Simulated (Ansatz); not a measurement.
Bi:

```xyz
2
Lattice="3.2384 0.0000 0.0000 0.0000 3.2216 0.0000 -0.0805 0.0000 6.4439" Properties=species:S:1:pos:R:3 pbc="T T T"
Bi    1.7022    0.0000    4.8302
Bi    1.4558    0.0000    1.6137
```

This isn't the form of Bi at room conditions, which is rhombohedral.

* Program: Ansatz 0.2.0
* Task: relaxation of cell and atoms
* Functional: PBEsol
* Potentials or basis: Ansatz PAW
* Cutoff: 420 eV (not typed: the program's choice for these potentials)
* k mesh: 8 × 8 × 4
* Occupations: fermi-dirac, width 0.05 eV
* Spin: no spin polarisation

At the start: volume 33.61 Å³/atom.

How do energy, volume and symmetry change on relaxing?

It ends after 10 steps and the volume is 33.23 Å³/atom (-1.2 %); space group P2/m (No. 10, to 0.05 Å).

Step by step:
| step | energy change (eV) | largest force (eV/Å) | volume (Å³) |
| --- | --- | --- | --- |
| 1 | 0.0000 | 0.0128 | 67.23 |
| 2 | -0.0027 | 0.0132 | 66.28 |
| 3 | -0.0039 | 0.0090 | 66.37 |
| 4 | -0.0047 | 0.0018 | 66.43 |
| 5 | -0.0050 | 0.0092 | 66.45 |
| 6 | -0.0053 | 0.0105 | 66.45 |
| 7 | -0.0054 | 0.0008 | 66.44 |
| 8 | -0.0057 | 0.0009 | 66.47 |
| 9 | -0.0057 | 0.0022 | 66.45 |
| 10 | -0.0056 | 0.0022 | 66.45 |

Final structure:
```
Bi
1.0
     3.21907    0.00000   -0.07394
     0.00000    3.23476    0.00000
    -0.22710    0.00000    6.38678
Bi
2
Direct
  0.55545 0.00000 0.74910
  0.44455 0.00000 0.25090
```

Caveat: the plane-wave basis is chosen anew once the cell has moved, so the energies of steps on either side of that aren't comparable; the PAW data sets come from PBE, with cores solved anew for the run's functional, which leaves a small shift of forces and pressure.
